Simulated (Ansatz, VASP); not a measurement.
One calculation of MgO, two programs

```xyz
2
Lattice="0.0000 2.2820 2.2820 2.2820 0.0000 2.2820 2.2820 2.2820 0.0000" Properties=species:S:1:pos:R:3 pbc="T T T"
Mg    0.0000    0.0000    0.0000
O     1.1410    1.1410    1.1410
```

Alike in both runs: task single point; functional LDA; k mesh 10 × 10 × 10; no spin polarisation.

|  | VASP | Ansatz |
| --- | --- | --- |
| version | VASP 6.6.1 | Ansatz 0.2.0 |
| potentials or method | VASP PAW LDA potentials, release 64 (Mg, O) | plane waves, PAW |
| plane-wave cutoff (eV) | 520 | 420 |
| occupations | gaussian, width 0.01 eV | fixed |
| valence electrons in the cell | 8 | 16 |

```csv
,VASP,Ansatz,Ansatz less VASP
gap on the k mesh at the Fermi level (eV),3.55,3.55,0.000
pressure (GPa),-4.7,-3.7,+1.01
```

The two sets of potentials don't hold the same shells in valence.

A hybrid or GW would open this gap; LDA tends to underestimate it.
